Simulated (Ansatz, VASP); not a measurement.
**SnSe in VASP and in Ansatz**

```
Sn Se
1.0
     0.00000    3.01000    3.01000
     3.01000    0.00000    3.01000
     3.01000    3.01000    0.00000
Sn Se
1 1
Direct
  0.00000 0.00000 0.97651
  0.50000 0.50000 0.50000
```

Alike in both runs: task single point; functional PBEsol; k mesh 8 × 8 × 8; occupations gaussian, width 0.05 eV; no spin polarisation.

|  | VASP | Ansatz |
| --- | --- | --- |
| version | VASP 6.6.1 | Ansatz 0.2.0 |
| potentials or method | VASP PAW PBE potentials, release 64 (Sn_d, Se) | scalar-relativistic, plane waves, PAW |
| plane-wave cutoff (eV) | 520 | 420 |
| valence electrons in the cell | 20 | 30 |

Ansatz gave:

```
gap on the k mesh at the Fermi level (eV)       : 0.62
least direct gap on the mesh (eV)               : 0.62
pressure (GPa)                                  : -1.8
largest component of the traceless stress (GPa) : 0.09
rms of the force components (eV/Å)              : 0.004
```

Q: What did VASP give for the same quantities?

A: gap on the k mesh at the Fermi level (eV): 0.63; least direct gap on the mesh (eV): 0.63; pressure (GPa): -1.8; largest component of the traceless stress (GPa): 0.09; rms of the force components (eV/Å): 0.006.

Atom by atom the forces differ by 0.002 eV/Å (rms over components). With one functional, cell and mesh, what is left measures potentials, basis and numerics. The two sets of potentials don't hold the same shells in valence.

Caveats: the PAW data sets were made with another functional, which shifts forces and pressure a little (VASP); spin-orbit coupling is left out, which moves the levels of the heavy elements. A k mesh can miss the band edges.
